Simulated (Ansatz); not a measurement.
# Ti (Fm-3m) in Ansatz: further runs

The runs below take Ti through band structure, with RPBE, revPBE, PBE, LDA, PBEsol.

Everything below comes from runs of Ansatz 0.2.0. Logs are shortened: lines on timing, memory, paths and dates and some standing lists are left out, and cuts for length are marked.

**1. Starting point**

The structure is cubic, space group Fm-3m (No. 225). The conventional cell has a = 4.060 Å, b = 4.060 Å, c = 4.060 Å, α = 90.00°, β = 90.00°, γ = 90.00°. Ti (site symmetry m-3m) is surrounded by 12 Ti at 2.87 Å.

This isn't the form of Ti at room conditions, which is hcp.

**2. Band structure, RPBE**

Input file input.yaml:

```yaml
crystal:
  lattice:
    - [0.0, 2.03, 2.03]
    - [2.03, 0.0, 2.03]
    - [2.03, 2.03, 0.0]
  atoms:
    - { symbol: Ti, position: [0.0, 0.0, 0.0] }
hamiltonian:
  xc: rpbe
  pseudopotentials: { kind: paw }
kpoints:
  mp_grid: { grid: [11, 11, 11] }
  band_path:
    path:
      - [[0.0, 0.0, 0.0], [0.5, 0.0, 0.5], [0.5, 0.25, 0.75], [0.375, 0.375, 0.75], [0.0, 0.0, 0.0], [0.5, 0.5, 0.5], [0.625, 0.25, 0.625], [0.5, 0.25, 0.75], [0.5, 0.5, 0.5], [0.375, 0.375, 0.75]]
      - [[0.625, 0.25, 0.625], [0.5, 0.0, 0.5]]
    npoints: 14
scf:
  occupations: { method: fermi_dirac, width: 0.05 }
  n_extra_bands: 6
output:
  forces: true
  stress: true
  eigenvalues: true
  fatbands: false
  write_density: true
  write_potential: true
  elf: true
  volumetric_format: npy
```

Potentials or basis: Ansatz PAW.

Launch:

```
$ ansatz run input.yaml --threads 2 --pin off --max-ram 5632MiB --backend cpu --events-out ev --progress --plain --runs-dir out
```

Output:

```text
Warning: RAYON_NUM_THREADS=2 ignored (pool sized by the plan → 2); use --threads N
scf.n_extra_bands = 6 over 6 filled bands (N_el = 12.0): the run solves 12 bands
Engine: ansatz 0.2.0, aarch64-unknown-linux-gnu
Pseudopotentials: kind: paw
Pseudopotential: Ti, paw, valence charge 12, recommended cutoff 420 eV (normal), Ti.paw.azcp
Functional definition: RPBE
  parameter kappa = 0.804
  parameter beta = 0.06672455060314922
  exchange = rpbe_x(kappa = kappa, mu = beta*pi^2/3)
  correlation = pbe_c(beta = beta)
Crystal: 1 atoms, lattice volume = 16.731 Å³
Basis set: ecut = 420 eV, 331 PW (Γ), exchange–correlation on 40×40×40 points (8 copies of the dense FFT grid, shifted against one another)
Bands: 12, of which v1, the nominal top of the filled ones, is band 6 counted from 1 (5 counted from 0)
Symmetry: 48 space group operations
Space group: Fm-3m (ITA 225), of the structure as read, at distance tolerance 2.6e-5 Å
k-points: 56 of 1331
Non-local potential: Ti, projectors of the file, l = 0: 3, l = 1: 2, l = 2: 3, l = 3: 1
PAW form: soft (Blöchl's): semilocal exchange-correlation on the pseudo side does not see the compensation charge
PAW frozen core: Ti, regenerated for the run's functional, and the local potential with it (the file was generated under x = pbe(κ = 0.804, μ = 0.2195149727645171), c = pbe(β = 0.06672455060314922))
PAW one-centre angular grid: Ti, 590 points (default); XC on 64 Gauss nodes
Initial density: superposition of atomic densities (neutral atoms: chi_scale 0, normalization atom), corrected by the library's trained network
Initial wavefunctions: pseudopotential atomic-orbital guess
Functional: x = rpbe, c = pbe(β = 0.06672455060314922)
SCF iter   1: F=—  HF=-2503.961599 eV  |F-HF|=—  |Δ(HF+E_count)|=         —  Δρ=2.70e-3  dr2=3.26e-4  ethr=1.77e-3  ⟨swp⟩=4.6  Hψ=3256  notcnv=0
preconditioner: auto → none  [metal: Δε(μ)=0.054 eV  Ē_g=7.513 eV  σ=0.050 eV  W_gap=0.26  n_scr=0 (ndim 8)  ℏωp=18.2 eV  f_vac=0.000  D(μ)=1.35/eV (n_scr^D=14)]
SCF iter   2: F=—  HF=-2503.961959 eV  |F-HF|=—  |Δ(HF+E_count)|=   3.59e-4  Δρ=1.36e-3  dr2=9.95e-5  ethr=2.72e-6  ⟨swp⟩=2.3  Hψ=1444  notcnv=0  defer=4
SCF iter   3: F=—  HF=-2503.962181 eV  |F-HF|=—  |Δ(HF+E_count)|=   2.22e-4  Δρ=6.68e-4  dr2=5.64e-5  ethr=8.29e-7  ⟨swp⟩=2.2  Hψ=903  notcnv=0  defer=4
SCF iter   4: F=—  HF=-2503.962169 eV  |F-HF|=—  |Δ(HF+E_count)|=   1.17e-5  Δρ=6.36e-5  dr2=6.17e-7  ethr=4.70e-7  ⟨swp⟩=2.7  Hψ=957  notcnv=0  defer=4
iter 5 did not close the SCF: its close was put off for the readings that it lacked (scf_convergence_deferred on its scf_iter line)
SCF iter   5: F=-2503.962169 eV  HF=-2503.962169 eV  |F-HF|=1.81e-9  |Δ(HF+E_count)|=   1.51e-7  Δρ=1.01e-5  dr2=8.48e-9  ethr=5.14e-9  ⟨swp⟩=2.3  Hψ=839  notcnv=0  defer=4
SCF iter   6: F=-2503.962169 eV  HF=-2503.962169 eV  |F-HF|=8.17e-10  |Δ(HF+E_count)|=   2.85e-9  Δρ=2.79e-6  dr2=1.29e-9  ethr=7.07e-11  ⟨swp⟩=5.0  Hψ=3057  notcnv=0
SCF 1 converged in 6 iterations: F = -2503.962169 eV  dr2 = 1.29e-9
NSCF: frozen V_eff on 142 k-points
SCF converged after 6 iterations
Free energy (F): -2503.962169 eV
Harris-Foulkes:  -2503.962169 eV  (|F-HF|=8.17e-10)
Internal energy: -2503.950521 eV  (E = F + TS)
E sigma→0 (E₀):  -2503.956345 eV
Entropy (-TS):   -0.011648 eV (-11.648 meV/atom)
Fermi energy:    13.973367 eV
--- Per-component energies (eV) ---
  E_band       = -148.772228
  E_kinetic    = 273.667974
  E_local      = -791.438484  (includes V_loc(G=0)·N_el)
  E_nonlocal   = 7.204041
  E_hartree    = 327.493488
  E_xc         = -98.004732
  E_vxc        = -122.389994  (∫ρ·V_xc dr)
  E_paw        = -1052.015731  (= ΣΔE_a)
  E_vpaw       = -170.804082  (= ΣTr[D̂ρ^β])
  E_aug_tail   = 0.000110  (compensation charges beyond the density's cutoff)
  E_ewald      = -1170.804918
  E_core_change = -0.052270  (= ΣΔE_core)
  E_smearing   = -0.011648  (= −TS)
  E_closure    = 0.000000  (closes the sum)
  Σ components = -2503.962169   (vs F -2503.962169, Δ=0.00e0)
--- Forces (eV/Å), atoms counted from 1 ---
  atom   1  Ti    -0.00000000    -0.00000000     0.00000000
  max |Σ_I F_I| component: 4.72e-32 eV/Å
--- Stress (GPa, compression-positive) ---
        7.589318      -0.000000      -0.000000
        0.000000       7.589318      -0.000000
        0.000000      -0.000000       7.589318
  P = ⅓ Tr σ = 7.5893 GPa (75.893 kbar)
--- Band table (eV; the first three rows and the last of 56) ---
  k-point 0: bands = ["-42.7506", "-18.5167", "-18.5167", "-18.5167", "7.8135", "14.8944", "14.8944", "14.8944", "16.6267", "16.6267", "29.3871", "34.0828"]
  k-point 1: bands = ["-42.7395", "-18.5788", "-18.5244", "-18.5244", "8.0875", "14.7240", "14.9915", "14.9915", "16.5651", "16.5651", "29.6026", "32.2679"]
  k-point 2: bands = ["-42.7095", "-18.7431", "-18.5450", "-18.5450", "8.8545", "14.3310", "15.1644", "15.1644", "16.5212", "16.5212", "29.0556", "30.4944"]
  k-point 55: bands = ["-42.5639", "-19.0254", "-18.9848", "-18.7739", "12.4003", "13.2925", "13.8421", "16.2679", "17.9190", "22.3933", "22.4322", "24.8638"]
```

It took 0.93 s on 2 threads of Arm Neoverse V1, shared host; peak memory 0.26 GiB.

Results:

```yaml
Free_energy: -2503.9622 eV
Pressure: 7.6 GPa
Band_gap_on_the_k_mesh: none (metal or under the smearing width)
```

Levels at the corners of the path, in eV from the Fermi level:
```tsv
point	band 3	band 4	band 5	band 6	band 7	band 8	band 9	band 10
Γ	-32.49	-32.49	-6.16	0.92	0.92	0.92	2.65	2.65
X	-32.75	-32.75	-2.69	-1.80	2.99	3.77	4.06	4.06
W	-32.97	-32.76	-1.60	-0.39	-0.39	2.25	4.06	8.71
K	-32.92	-32.70	-1.80	-1.27	0.73	2.73	3.62	7.47
Γ	-32.49	-32.49	-6.16	0.92	0.92	0.92	2.65	2.65
L	-32.59	-32.59	-2.65	0.69	0.80	0.80	3.77	3.77
U	-32.92	-32.70	-1.80	-1.27	0.73	2.73	3.62	7.47
W	-32.97	-32.76	-1.60	-0.39	-0.39	2.25	4.06	8.71
L	-32.59	-32.59	-2.65	0.69	0.80	0.80	3.77	3.77
K	-32.92	-32.70	-1.80	-1.27	0.73	2.73	3.62	7.47
U	-32.92	-32.70	-1.80	-1.27	0.73	2.73	3.62	7.47
X	-32.75	-32.75	-2.69	-1.80	2.99	3.77	4.06	4.06
```

Caveat: the PAW data sets come from PBE, with cores solved anew for the run's functional, which leaves a small shift of forces and pressure.

**3. Band structure, revPBE**

Changes to input.yaml since step 2:

```diff
@@ -8,3 +8,3 @@
 hamiltonian:
-  xc: rpbe
+  xc: revpbe
   pseudopotentials: { kind: paw }
@@ -25,5 +25 @@
   fatbands: false
-  write_density: true
-  write_potential: true
-  elf: true
-  volumetric_format: npy
```

Potentials or basis: Ansatz PAW.

Launch:

```
$ ansatz run input.yaml --threads 2 --pin off --max-ram 5632MiB --backend cpu --events-out ev --progress --plain --runs-dir out
```

Run time: 0.89 s. Hardware: 2 threads of Arm Neoverse V1, shared host; peak memory 0.26 GiB.

It converged, with:

* Free energy: -2502.7180 eV
* Pressure: 6.7 GPa
* Band gap on the k mesh: none (metal or under the smearing width)

Levels at the corners of the path, in eV from the Fermi level:
```csv
point,band 3,band 4,band 5,band 6,band 7,band 8,band 9,band 10
Γ,-32.47,-32.47,-6.16,0.92,0.92,0.92,2.65,2.65
X,-32.73,-32.73,-2.70,-1.80,2.99,3.77,4.06,4.06
W,-32.96,-32.75,-1.60,-0.39,-0.39,2.25,4.06,8.71
K,-32.90,-32.68,-1.80,-1.27,0.73,2.73,3.62,7.47
Γ,-32.47,-32.47,-6.16,0.92,0.92,0.92,2.65,2.65
L,-32.57,-32.57,-2.65,0.70,0.80,0.80,3.77,3.77
U,-32.90,-32.68,-1.80,-1.27,0.73,2.73,3.62,7.47
W,-32.96,-32.75,-1.60,-0.39,-0.39,2.25,4.06,8.71
L,-32.57,-32.57,-2.65,0.70,0.80,0.80,3.77,3.77
K,-32.90,-32.68,-1.80,-1.27,0.73,2.73,3.62,7.47
U,-32.90,-32.68,-1.80,-1.27,0.73,2.73,3.62,7.47
X,-32.73,-32.73,-2.70,-1.80,2.99,3.77,4.06,4.06
```

Caveat: the PAW data sets come from PBE, with cores solved anew for the run's functional, which leaves a small shift of forces and pressure.

**4. Band structure, PBE**

Changes to input.yaml since step 3:

```diff
@@ -8,3 +8,3 @@
 hamiltonian:
-  xc: revpbe
+  xc: pbe
   pseudopotentials: { kind: paw }
@@ -25 +25,5 @@
   fatbands: false
+  write_density: true
+  write_potential: true
+  elf: true
+  volumetric_format: npy
```

Launch:

```
$ ansatz run input.yaml --threads 2 --pin off --max-ram 5632MiB --backend cpu --events-out ev --progress --plain --runs-dir out
```

It took 0.89 s on 2 threads of Arm Neoverse V1, shared host; peak memory 0.26 GiB.

The run converged. Its results:

| Item | Value |
| --- | --- |
| Free energy | -2499.6100 eV |
| Pressure | 4.2 GPa |
| Band gap on the k mesh | none (metal or under the smearing width) |

Levels at the corners of the path, in eV from the Fermi level:
```csv
point,band 3,band 4,band 5,band 6,band 7,band 8,band 9,band 10
Γ,-32.42,-32.42,-6.15,0.91,0.91,0.91,2.63,2.63
X,-32.68,-32.68,-2.70,-1.81,3.01,3.76,4.06,4.06
W,-32.91,-32.69,-1.61,-0.39,-0.39,2.23,4.06,8.72
K,-32.85,-32.63,-1.81,-1.27,0.73,2.71,3.61,7.48
Γ,-32.42,-32.42,-6.15,0.91,0.91,0.91,2.63,2.63
L,-32.51,-32.51,-2.66,0.72,0.79,0.79,3.76,3.76
U,-32.85,-32.63,-1.81,-1.27,0.73,2.71,3.61,7.48
W,-32.91,-32.69,-1.61,-0.39,-0.39,2.23,4.06,8.72
L,-32.51,-32.51,-2.66,0.72,0.79,0.79,3.76,3.76
K,-32.85,-32.63,-1.81,-1.27,0.73,2.71,3.61,7.48
U,-32.85,-32.63,-1.81,-1.27,0.73,2.71,3.61,7.48
X,-32.68,-32.68,-2.70,-1.81,3.01,3.76,4.06,4.06
```

**5. Band structure, LDA**

Changes to input.yaml since step 4:

```diff
@@ -8,3 +8,3 @@
 hamiltonian:
-  xc: pbe
+  xc: lda
   pseudopotentials: { kind: paw }
@@ -25,5 +25 @@
   fatbands: false
-  write_density: true
-  write_potential: true
-  elf: true
-  volumetric_format: npy
```

Launch:

```
$ ansatz run input.yaml --threads 2 --pin off --max-ram 5632MiB --backend cpu --events-out ev --progress --plain --runs-dir out
```

Run time: 0.87 s. Hardware: 2 threads of Arm Neoverse V1, shared host; peak memory 0.25 GiB.

Results (log left out):

| Quantity | Value |
| --- | --- |
| Free energy | -2450.2499 eV |
| Pressure | -5.1 GPa |
| Band gap on the k mesh | none (metal or under the smearing width) |

Levels at the corners of the path, in eV from the Fermi level:
```csv
point,band 3,band 4,band 5,band 6,band 7,band 8,band 9,band 10
Γ,-32.15,-32.15,-6.09,0.88,0.88,0.88,2.57,2.57
X,-32.42,-32.42,-2.72,-1.83,3.07,3.71,4.05,4.05
W,-32.65,-32.43,-1.61,-0.39,-0.39,2.18,4.05,8.75
K,-32.60,-32.36,-1.82,-1.27,0.75,2.66,3.60,7.51
Γ,-32.15,-32.15,-6.09,0.88,0.88,0.88,2.57,2.57
L,-32.25,-32.25,-2.66,0.74,0.74,0.82,3.74,3.74
U,-32.60,-32.36,-1.82,-1.27,0.75,2.66,3.60,7.51
W,-32.65,-32.43,-1.61,-0.39,-0.39,2.18,4.05,8.75
L,-32.25,-32.25,-2.66,0.74,0.74,0.82,3.74,3.74
K,-32.60,-32.36,-1.82,-1.27,0.75,2.66,3.60,7.51
U,-32.60,-32.36,-1.82,-1.27,0.75,2.66,3.60,7.51
X,-32.42,-32.42,-2.72,-1.83,3.07,3.71,4.05,4.05
```

Caveat: the PAW data sets come from PBE, with cores solved anew for the run's functional, which leaves a small shift of forces and pressure.

**6. Band structure, PBEsol**

Changes to input.yaml since step 5:

```diff
@@ -8,3 +8,3 @@
 hamiltonian:
-  xc: lda
+  xc: pbesol
   pseudopotentials: { kind: paw }
@@ -25 +25,5 @@
   fatbands: false
+  write_density: true
+  write_potential: true
+  elf: true
+  volumetric_format: npy
```

Potentials or basis: Ansatz PAW.

Launch:

```
$ ansatz run input.yaml --threads 2 --pin off --max-ram 5632MiB --backend cpu --events-out ev --progress --plain --runs-dir out
```

Run time: 0.96 s. Hardware: 2 threads of Arm Neoverse V1, shared host; peak memory 0.26 GiB.

The run converged. Its results:

```yaml
Free_energy: -2473.8503 eV
Pressure: -0.5 GPa
Band_gap_on_the_k_mesh: none (metal or under the smearing width)
```

Levels at the corners of the path, in eV from the Fermi level:
```csv
point,band 2,band 3,band 4,band 5,band 6,band 7,band 8,band 9,band 10,band 11
Γ,-32.28,-32.28,-32.28,-6.16,0.91,0.91,0.91,2.63,2.63,15.47
X,-33.00,-32.55,-32.55,-2.72,-1.81,3.00,3.76,4.08,4.08,11.01
W,-32.78,-32.78,-32.56,-1.62,-0.39,-0.39,2.22,4.09,8.73,8.73
K,-32.88,-32.72,-32.49,-1.82,-1.27,0.74,2.71,3.64,7.50,8.21
Γ,-32.28,-32.28,-32.28,-6.16,0.91,0.91,0.91,2.63,2.63,15.47
L,-33.05,-32.38,-32.38,-2.67,0.73,0.78,0.78,3.78,3.78,8.60
U,-32.88,-32.72,-32.49,-1.82,-1.27,0.74,2.71,3.64,7.50,8.21
W,-32.78,-32.78,-32.56,-1.62,-0.39,-0.39,2.22,4.09,8.73,8.73
L,-33.05,-32.38,-32.38,-2.67,0.73,0.78,0.78,3.78,3.78,8.60
K,-32.88,-32.72,-32.49,-1.82,-1.27,0.74,2.71,3.64,7.50,8.21
U,-32.88,-32.72,-32.49,-1.82,-1.27,0.74,2.71,3.64,7.50,8.21
X,-33.00,-32.55,-32.55,-2.72,-1.81,3.00,3.76,4.08,4.08,11.01
```

Caveat: the PAW data sets come from PBE, with cores solved anew for the run's functional, which leaves a small shift of forces and pressure.

**7. The runs side by side**

| level | gap on the mesh (eV) | pressure (GPa) |
| --- | --- | --- |
| RPBE | none | 7.6 |
| revPBE | none | 6.7 |
| PBE | none | 4.2 |
| LDA | none | -5.1 |
| PBEsol | none | -0.5 |

Alike in all rows: task band structure; potentials or basis Ansatz PAW; no spin polarisation; cell as given; k mesh 11 × 11 × 11; cutoff (eV) 420; smearing fermi-dirac 0.05 eV.

Every run on the cell as given and a fine mesh finds a metal. The pressure there spans -5.1 GPa (LDA) to 7.6 GPa (RPBE); a positive pressure means that this level wants a larger cell, a negative one a smaller.

Caveats: the PAW data sets come from PBE, with cores solved anew for the run's functional, which leaves a small shift of forces and pressure (some runs).

Absolute energies hang on the potentials; compare differences alone.
